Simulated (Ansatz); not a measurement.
# Al16Cu: the cost of one run

Computed with Ansatz 0.2.0 (DFT PBE+D3(BJ), scalar-relativistic, plane waves, PAW, unless a step's input says otherwise).

3 further runs of the same task are left out: 3 set aside as unsound or not needed.

## 1. The structure to begin with

Symmetry: Pmm2, No. 25, orthorhombic system. Conventional cell: a = 5.632 Å, b = 7.965 Å, c = 21.229 Å, α = 90.00°, β = 90.00°, γ = 90.00°. Al (site symmetry 1) has 7 Al at 2.82 to 2.88 Å as nearest neighbours. Around Al (site symmetry mm2) lie 11 Al at 2.82 to 2.85 Å. Al (site symmetry 1) has 11 Al at 2.79 to 2.88 Å as nearest neighbours. Al (site symmetry mm2) is surrounded by 7 Al at 2.79 to 2.82 Å and 1 Cu at 3.00 Å. Al (site symmetry mm2) has 7 Al at 2.79 to 2.82 Å as nearest neighbours. Only part of the 11 independent sites is listed.

Structure file:

```xyz
17
Lattice="5.6324 0.0000 0.0000 0.0000 7.9655 0.0000 0.0000 0.0000 21.2294" Properties=species:S:1:pos:R:3 pbc="T T T"
Al    1.4081    1.9914    4.0000
Al    1.4081    5.9741    4.0000
Al    4.2243    1.9914    4.0000
Al    4.2243    5.9741    4.0000
Al    0.0000    0.0000    5.4081
Al    0.0000    3.9827    5.4081
Al    2.8162    0.0000    5.4081
Al    2.8162    3.9827    5.4081
Al    1.4081    1.9914    6.8803
Al    1.4081    5.9741    6.8803
Al    4.2243    1.9914    6.8803
Al    4.2243    5.9741    6.8803
Al    0.0000    0.0000    8.2294
Al    0.0000    3.9827    8.2294
Al    2.8162    0.0000    8.2294
Al    2.8162    3.9827    8.2294
Cu    0.0000    0.0000   11.2294
```

This is the geometry of the first run shown, built on a cell relaxed beforehand with the same method.

## 2. Plan of the line

Atoms count from 1 in the order of the input.

Cu is moved over the surface cell at a fixed height above a rigid substrate; the origin of the map has the adsorbate above Al13; the height is held at 3.00 Å.

First coordinate, position of Cu17 along the first surface vector, from above Al13: 6 values from 0.000 to 0.833, periodic. Second coordinate, position of Cu17 along the second surface vector, from above Al13: 8 values from 0.000 to 0.875, periodic.

Nothing else is relaxed. Points are written as (first, second).

The two vectors of the plane (Å): (2.816, 0.000, 0.000); (0.000, 3.983, 0.000).

## 3. The run at (0/6, 0/8) of the map's two axes

The cell repeats along c, and a dipole correction in the vacuum removes the field between the copies.

File input.yaml:

```yaml
crystal:
  lattice:
    - [5.6324246412, 0.0, 0.0]
    - [0.0, 7.9654513166, 0.0]
    - [0.0, 0.0, 21.2293510975]
  atoms:
    - { symbol: Al, position: [0.25, 0.25, 0.1884183827] }
    - { symbol: Al, position: [0.25, 0.75, 0.1884183827] }
    - { symbol: Al, position: [0.75, 0.25, 0.1884183827] }
    - { symbol: Al, position: [0.75, 0.75, 0.1884183827] }
    - { symbol: Al, position: [0.0, 0.0, 0.2547466541] }
    - { symbol: Al, position: [0.0, 0.5, 0.2547466541] }
    - { symbol: Al, position: [0.5, 0.0, 0.2547466541] }
    - { symbol: Al, position: [0.5, 0.5, 0.2547466541] }
    - { symbol: Al, position: [0.25, 0.25, 0.3240951258] }
    - { symbol: Al, position: [0.25, 0.75, 0.3240951258] }
    - { symbol: Al, position: [0.75, 0.25, 0.3240951258] }
    - { symbol: Al, position: [0.75, 0.75, 0.3240951258] }
    - { symbol: Al, position: [0.0, 0.0, 0.3876402562] }
    - { symbol: Al, position: [0.0, 0.5, 0.3876402562] }
    - { symbol: Al, position: [0.5, 0.0, 0.3876402562] }
    - { symbol: Al, position: [0.5, 0.5, 0.3876402562] }
    - { symbol: Cu, position: [0.0, 0.0, 0.5289540432] }
basis:
  ecutwfc: 420
kpoints:
  mp_grid: { grid: [5, 4, 1] }
hamiltonian:
  xc: pbe
  dispersion: d3bj
scf:
  occupations: { method: gaussian, width: 0.1 }
output:
  forces: true
  eigenvalues: true
efield:
  axis: 3
  dipole_correction: true
  ramp_width: 0.04
```

Run with:

```sh
$ ansatz run input.yaml --threads 1 --pin off --max-ram 3072MiB --backend cpu --events-out ev --progress --plain --runs-dir out
```

Q: Estimate wall time and peak memory on 1 thread of Intel Xeon Platinum 8488C (Sapphire Rapids), shared host.

About 32 s, with a peak of 0.95 GiB.
